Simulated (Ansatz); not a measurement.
Reactions of C4H8O (`C=C(C)CO`).

Isolated molecules relaxed with PBE0-D4/def2-TZVP in Ansatz; ΔE leaves out vibrations. CCSD(T)/CBS is the MP2 limit (def2-TZVPP, def2-QZVPP) plus CCSD(T) − MP2 in def2-TZVPP, frozen cores. This one scheme is used for every species. Triplets are unrestricted, without spin–orbit coupling. Each species was taken in one conformer, which may not be the lowest.

Problem. Order these by ΔE at CCSD(T)/CBS, lowest first. (An estimate is asked.)
A. `C=C(C)CO` → `CCCC=O`
B. `C=C(C)CO` + `N[SiH3]` → `OCN[SiH3]` + propene
C. `C=C(C)CO` → `[CH2]` (triplet) + `C=CCO`
D. `C=C(C)CO` + propane → `CCCCO` + propene
E. `C=C(C)CO` → `[CH2]` (triplet) + `C=C(C)O`
F. `C=C(C)CO` + `[OH][Al]([OH])[OH]` → `C[O][Al]([OH])[OH]` + `C=CCO`

Solution. A (-10.0 kcal/mol), D (+2.8 kcal/mol), B (+5.7 kcal/mol), F (+18.7 kcal/mol), E (+98.0 kcal/mol), C (+107.6 kcal/mol).

Largest T1 diagnostic: 0.012, for `CCCC=O`.
